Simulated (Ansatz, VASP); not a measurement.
**Two plane-wave programs on NaCl**

```xyz
2
Lattice="0.0000 2.9143 2.9143 2.9143 0.0000 2.9143 2.9143 2.9143 0.0000" Properties=species:S:1:pos:R:3 pbc="T T T"
Na    1.4572    1.4572    1.4572
Cl    2.9143    2.9143    2.9143
```

Alike in both runs: task relaxation of cell and atoms; functional PBE; k mesh 6 × 6 × 6; occupations gaussian, width 0.1 eV; no spin polarisation.

|  | VASP | Ansatz |
| --- | --- | --- |
| version | VASP 6.6.1 | Ansatz 0.2.0 |
| potentials or method | VASP PAW PBE potentials, release 64 (Na_pv, Cl) | scalar-relativistic, plane waves, PAW |
| plane-wave cutoff (eV) | 600 | 420 |
| valence electrons in the cell | 14 | 16 |

Ansatz gave:

```
gap on the k mesh at the Fermi level, each at its own relaxed structure (eV) : 4.85
relaxed volume (Å³/atom)                                                     : 30.54
relaxed cell length with the largest relative difference (Å)                 : 4.420
energy change over the relaxation (meV/atom)                                 : -85
```

Q: Which values does VASP return?

A: gap on the k mesh at the Fermi level, each at its own relaxed structure (eV): 4.85; relaxed volume (Å³/atom): 30.50; relaxed cell length with the largest relative difference (Å): 4.419; energy change over the relaxation (meV/atom): -86.

The two sets of potentials don't hold the same shells in valence.

Caveats: the volume moved by over 15 % at a fixed basis, so the end points are rough (VASP).
